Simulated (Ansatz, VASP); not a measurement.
# Two plane-wave programs on Y

```
Y
1.0
     3.53799    0.00000    0.00000
    -1.76899    3.06399    0.00000
     0.00000    0.00000    5.55029
Y
2
Direct
  0.33333 0.66667 0.25000
  0.66667 0.33333 0.75000
```

Alike in both runs: functional LDA; k mesh 15 × 15 × 8; occupations fermi-dirac, width 0.15 eV; no spin polarisation.

Ansatz relaxed the structure, and its values are those at the end. VASP's run is a single point on that final structure, the one shown.

```csv
,VASP,Ansatz
version,VASP 6.6.1,Ansatz 0.2.0
potentials or method,"VASP PAW LDA potentials, release 64 (Y_sv)","scalar-relativistic, plane waves, PAW"
plane-wave cutoff (eV),520,420
valence electrons in the cell,22,22
```

```tsv
	VASP	Ansatz	Ansatz less VASP
gap on the k mesh at the Fermi level (eV)	none	none	-
pressure (GPa)	-0.1	0.0	+0.14
```

A gap of «none» marks a metal or a gap that the smearing closes. Ansatz warned: «pseudo_functional_mismatch».
